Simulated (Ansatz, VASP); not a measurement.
GaAs in VASP and in Ansatz

```xyz
2
Lattice="0.0000 2.8332 2.8332 2.8332 0.0000 2.8332 2.8332 2.8332 0.0000" Properties=species:S:1:pos:R:3 pbc="T T T"
Ga    0.0000    0.0000    0.0000
As    1.4166    1.4166    1.4166
```

Alike in both runs: task single point; functional r2SCAN; k mesh 8 × 8 × 8; occupations gaussian, width 0.02 eV; no spin polarisation.

|  | VASP | Ansatz |
| --- | --- | --- |
| version | VASP 6.6.1 | Ansatz 0.2.0 |
| potentials or method | VASP PAW PBE potentials, release 64 (Ga_d, As) | scalar-relativistic, plane waves, PAW |
| plane-wave cutoff (eV) | 520 | 500 |
| valence electrons in the cell | 18 | 28 |

```tsv
	VASP	Ansatz	Ansatz less VASP
gap on the k mesh at the Fermi level (eV)	0.94	0.96	+0.019
least direct gap on the mesh (eV)	0.94	0.96	+0.019
pressure (GPa)	0.1	0.0	-0.12
```

The two sets of potentials don't hold the same shells in valence.

Caveats: the PAW data sets were made with another functional, which shifts forces and pressure a little (VASP). A k mesh can miss the band edges. r2SCAN opens gaps a little over a GGA but as a rule still falls short of measured ones.
